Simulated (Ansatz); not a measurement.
Starting structure of a cell relaxation (symmetry kept):

```cif
data_structure
_symmetry_space_group_name_H-M 'P 1'
_symmetry_Int_Tables_number 1
_cell_length_a 4.6472
_cell_length_b 4.6472
_cell_length_c 4.6472
_cell_angle_alpha 60.000
_cell_angle_beta 60.000
_cell_angle_gamma 60.000
_cell_volume 70.97
loop_
_atom_site_label
_atom_site_type_symbol
_atom_site_fract_x
_atom_site_fract_y
_atom_site_fract_z
_atom_site_occupancy
Te1 Te 0.50000 0.50000 0.50000 1
Pb1 Pb 0.00000 0.00000 0.00000 1
```

Computed with DFT PBEsol, scalar-relativistic, plane waves, PAW (Ansatz 0.2.0).

Plane waves to 420 eV, a k mesh through Γ of 8×8×8 on the computed 2-atom cell and Gaussian smearing (0.02 eV); no spin polarisation.

Question: What does it relax to?

Answer: The volume decreases by 2.05 Å³/atom to 33.44 Å³/atom, and the energy falls by 15.8 meV/atom. Final structure:
```
Te Pb
1.0
     0.00000    3.22162    3.22162
     3.22162    0.00000    3.22162
     3.22162    3.22162    0.00000
Te Pb
1 1
Direct
  0.50000 0.50000 0.50000
  0.00000 0.00000 0.00000
```

Spin–orbit coupling is left out, which can shift energies with elements as heavy as these.